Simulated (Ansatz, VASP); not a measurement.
**Two plane-wave programs on BN**

```xyz
2
Lattice="0.0000 1.9647 1.7615 1.7615 0.0000 1.7615 1.7615 1.9647 0.0000" Properties=species:S:1:pos:R:3 pbc="T T T"
B     0.0000    0.0000    0.0000
N     2.6422    2.9471    2.6422
```

Alike in both runs: task single point; functional PBE; k mesh 12 × 12 × 12; occupations gaussian, width 0.05 eV; no spin polarisation.

|  | VASP | Ansatz |
| --- | --- | --- |
| version | VASP 6.6.1 | Ansatz 0.2.0 |
| potentials or method | VASP PAW PBE potentials, release 64 (B, N) | scalar-relativistic, plane waves, PAW |
| plane-wave cutoff (eV) | 520 | 520 |
| valence electrons in the cell | 8 | 8 |

```csv
,VASP,Ansatz,Ansatz less VASP
gap on the k mesh at the Fermi level (eV),3.46,3.47,+0.011
least direct gap on the mesh (eV),7.88,7.88,+0.004
pressure (GPa),-8.2,-8.4,-0.14
largest component of the traceless stress (GPa),49.98,49.95,-0.031
```

A k mesh can miss the band edges.
